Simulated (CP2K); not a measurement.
InAs:

```xyz
2
Lattice="4.2681 0.0000 0.0000 2.1340 3.6963 0.0000 2.1340 1.2321 3.4849" Properties=species:S:1:pos:R:3 pbc="T T T"
In    0.0000    0.0000    0.0000
As    6.4021    3.6963    2.6137
```

Base run:

- Program: CP2K 2026.2
- Functional: PBE
- Potentials or basis: POTENTIAL_UZH In GTH-PBE-q13, As GTH-PBE-q5; TZVP-MOLOPT-PBE-GTH basis
- Density cutoff: 9184 eV
- k mesh: 8 × 8 × 8
- Occupations: fermi-dirac, width 0.05 eV
- Spin: no spin polarisation

Its results: band gap on the k mesh none (metal or under the smearing width); pressure 4.8 GPa.

Problem. The run is repeated on the same cell with these changes: functional from PBE to r2SCAN. What comes out?

Solution. Band gap on the k mesh none (metal or under the smearing width); pressure 2.3 GPa.

Caveats: the basis of atomic orbitals isn't converged, which shifts pressures, moduli and gaps; the potentials were made for another functional, which shifts forces and pressure (some runs).
